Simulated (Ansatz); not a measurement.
Crystal: CuO.

```
Cu O
1.0
     2.34465   -1.71340    0.00000
     2.34465    1.71340    0.00000
    -0.86055    0.00000    5.05944
Cu O
2 2
Direct
  0.00320 0.49680 0.00000
  0.49680 0.00320 0.50000
  0.57140 0.40560 0.25370
  0.40560 0.57140 0.75370
```

Base run:

```yaml
Program: Ansatz 0.2.0
Functional: PBEsol
Potentials_or_basis: Ansatz PAW
Cutoff: "420 eV (not typed: the program's choice for these potentials)"
k_mesh: 10 × 10 × 5
Occupations: fermi-dirac, width 0.05 eV
Spin: no spin polarisation
```

Its results: band gap on the k mesh none (metal or under the smearing width); pressure -2.7 GPa; largest force 0.757 eV/Å.

**Question.** The run is repeated on the same cell with these changes: hubbard terms from none to Cu d U = 5.3 eV; hubbard projectors from none to ortho-atomic (the default). What comes out?

**Answer.** Band gap on the k mesh none (metal or under the smearing width); pressure -0.1 GPa; largest force 0.795 eV/Å.

Caveats: the run has no spin polarisation, though such a crystal can be magnetic; the PAW data sets come from PBE, with cores solved anew for the run's functional, which leaves a small shift of forces and pressure; semilocal functionals often make such compounds metallic where correlation or magnetic order opens a gap, which also shifts bond lengths (some runs); U without spin polarisation on a metal has little footing (some runs).
